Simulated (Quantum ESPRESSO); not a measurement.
Crystal: Sb.

```xyz
1
Lattice="3.1600 0.0000 0.0000 0.0000 3.1600 0.0000 0.0000 0.0000 3.1600" Properties=species:S:1:pos:R:3 pbc="T T T"
Sb    0.0000    0.0000    0.0000
```

This isn't the form of Sb at room conditions, which is rhombohedral.

* Program: Quantum ESPRESSO 7.5
* Task: relaxation of cell and atoms
* Functional: PBEsol
* Dispersion: D3(BJ)
* Potentials or basis: GBRV 1.5 PBEsol
* Cutoff: 612 eV
* Density cutoff: 4898 eV
* k mesh: 8 × 8 × 8
* Occupations: fermi-dirac, width 0.05 eV
* Spin: no spin polarisation

At the start: pressure -6.8 GPa; volume 31.55 Å³/atom.

Where does the relaxation end?

Over 18 steps the energy falls by 84.9 meV/atom and the volume is 27.80 Å³/atom (-11.9 %); space group Pm-3m (No. 221, to 0.05 Å).

The path:
| step | energy change (eV) | largest force (eV/Å) | pressure (GPa) | volume (Å³) |
| --- | --- | --- | --- | --- |
| 1 | 0.0000 | 0.0000 | -6.84 | 31.55 |
| 2 | -0.0452 | 0.0000 | -5.11 | 30.30 |
| 3 | -0.0838 | 0.0000 | -1.19 | 28.27 |
| 4 | -0.0613 | 0.0000 | 4.41 | 26.21 |
| 5 | -0.0652 | 0.0000 | 3.97 | 26.35 |
| 6 | -0.0718 | 0.0000 | 3.17 | 26.62 |
| 7 | -0.0786 | 0.0000 | 2.08 | 27.01 |
| 8 | -0.0835 | 0.0000 | 0.83 | 27.47 |
| 9 | -0.0848 | 0.0000 | -0.44 | 27.96 |
| 10 | -0.0848 | 0.0000 | -0.43 | 27.96 |
| 11 | -0.0848 | 0.0000 | -0.41 | 27.95 |
| 12 | -0.0849 | 0.0000 | -0.38 | 27.94 |
| 13 | -0.0849 | 0.0000 | -0.34 | 27.92 |
| 14 | -0.0849 | 0.0000 | -0.30 | 27.91 |
| 15 | -0.0849 | 0.0000 | -0.25 | 27.88 |
| 16 | -0.0850 | 0.0000 | -0.19 | 27.86 |
| 17 | -0.0848 | 0.0000 | -0.12 | 27.83 |
| 18 | -0.0849 | 0.0000 | -0.04 | 27.80 |

Final structure:
```xyz
1
Lattice="3.0294 0.0000 0.0000 0.0000 3.0294 0.0000 0.0000 0.0000 3.0294" Properties=species:S:1:pos:R:3 pbc="T T T"
Sb    0.0000    0.0000    0.0000
```

Caveat: pairwise dispersion overbinds metals, which lowers pressure and volume.
